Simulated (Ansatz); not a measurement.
Input of an Ansatz 0.2.0 run:

Contents of input.yaml:

```yaml
crystal:
  lattice:
    - [0.0, 2.9305, 2.9305]
    - [2.9305, 0.0, 2.9305]
    - [2.9305, 2.9305, 0.0]
  atoms:
    - { symbol: In, position: [0.0, 0.0, 0.0] }
    - { symbol: P, position: [0.75, 0.75, 0.75] }
kpoints:
  mp_grid: { grid: [6, 6, 6] }
  band_path:
    path:
      - [0.0, 0.0, 0.0]
      - [0.5, 0.0, 0.5]
      - [0.5, 0.25, 0.75]
      - [0.375, 0.375, 0.75]
      - [0.0, 0.0, 0.0]
      - [0.5, 0.5, 0.5]
      - [0.625, 0.25, 0.625]
      - [0.5, 0.25, 0.75]
    npoints: 10
scf:
  occupations: { method: fermi_dirac, width: 0.05 }
hamiltonian:
  xc: lda
  pseudopotentials: { kind: all_electron, lapw: { basis_error: 0.001 } }
magnetization:
  noncollinear: true
  spin_orbit: true
output:
  forces: true
  stress: true
  eigenvalues: true
```

Potentials or basis: all-electron LAPW, relativistic spinors.

Launch:

```console
$ ansatz run input.yaml --threads 1 --pin off --max-ram 3072MiB --backend cpu --events-out ev --progress --plain --runs-dir out
```

Predict the band gap on the k mesh.

0.45 eV, direct.

Predict the pressure.

-1.3 GPa.

Estimate the band gap along the path.

0.45 eV, direct.

Levels at the corners of the path, in eV from the valence-band top:
```tsv
point	band 30	band 31	band 32	band 33	band 34	band 35	band 36	band 37	band 38	band 39
Γ	-0.11	0.00	0.00	0.00	0.00	0.45	0.45	3.60	3.60	4.07
X	-5.91	-2.45	-2.45	-2.35	-2.35	1.56	1.56	2.08	2.08	8.95
W	-5.76	-3.14	-3.04	-2.99	-2.94	4.14	4.14	4.22	4.25	5.22
K	-5.76	-3.46	-3.36	-2.01	-2.00	2.16	2.17	4.22	4.24	7.25
Γ	-0.11	0.00	0.00	0.00	0.00	0.45	0.45	3.60	3.60	4.07
L	-5.87	-1.09	-1.09	-0.97	-0.97	1.27	1.27	4.57	4.57	4.74
U	-5.76	-3.46	-3.36	-2.01	-2.00	2.16	2.17	4.22	4.24	7.25
W	-5.76	-3.14	-3.04	-2.99	-2.94	4.14	4.14	4.22	4.25	5.22
```

**Measured values to compare with.**

From a printed reference work, data compilation, for a bulk crystal of InP at 1.6 K: band gap 1.4236 eV (direct).

Measured gap of InP: 1.4236 eV (direct; 1.6 K; a printed reference work, data compilation). This calculation gives 0.45 eV (-0.98 eV). The value is that of LDA, without temperature or zero-point motion. Semilocal functionals fall short of measured gaps as a rule.
